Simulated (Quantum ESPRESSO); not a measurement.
Si:

```
CELL_PARAMETERS angstrom
0.00000 2.72185 2.72185
2.72185 0.00000 2.72185
2.72185 2.72185 0.00000
ATOMIC_POSITIONS crystal
Si 0.50000 0.50000 0.50000
Si 0.75000 0.75000 0.75000
```

- Program: Quantum ESPRESSO 7.5
- Task: energy-loss spectrum
- Functional: PBE
- Potentials or basis: GBRV 1.5 PBE
- Cutoff: 612 eV
- Density cutoff: 4898 eV
- k mesh: 4 × 4 × 4, shifted
- Occupations: fermi-dirac, width 0.05 eV
- Spin: no spin polarisation
- Iterations: 300
- Mixing beta: 0.5
- Most SCF iterations: 120
- SCF threshold: 4e-10 Ry

The first run showed a gap, so the response started from a second, tighter run with fixed occupations.

Loss function by the Lanczos method: RPA with local fields, q = (1.300, 0.000, 0.000) Å⁻¹, 300 iterations, broadening 0.41 eV, up to 40 eV.

**Question.** Where does the loss function peak?

**Answer.** The main peak lies at 22.4 eV with height 1.51.

Energy-loss function at q = [1.3, 0.0, 0.0] (Å⁻¹, cartesian):
| energy (eV) | loss |
| --- | --- |
| 0.0 | 0.000 |
| 1.8 | 0.005 |
| 3.4 | 0.018 |
| 5.2 | 0.086 |
| 7.0 | 0.141 |
| 8.6 | 0.188 |
| 10.4 | 0.243 |
| 12.2 | 0.305 |
| 13.8 | 0.409 |
| 15.6 | 0.665 |
| 17.4 | 0.966 |
| 19.0 | 1.058 |
| 20.8 | 1.272 |
| 22.4 | 1.507 |
| 24.2 | 1.109 |
| 26.0 | 0.670 |
| 27.6 | 0.456 |
| 29.4 | 0.294 |
| 31.2 | 0.191 |
| 32.8 | 0.136 |
| 34.6 | 0.098 |
| 36.4 | 0.079 |
| 38.0 | 0.072 |
| 39.8 | 0.065 |

Spectra converge slowly with the k mesh, and this one (4 × 4 × 4) leaves small humps uncertain. From two thirds of the Lanczos chain to all of it the curve moves by up to 8 % of its peak.
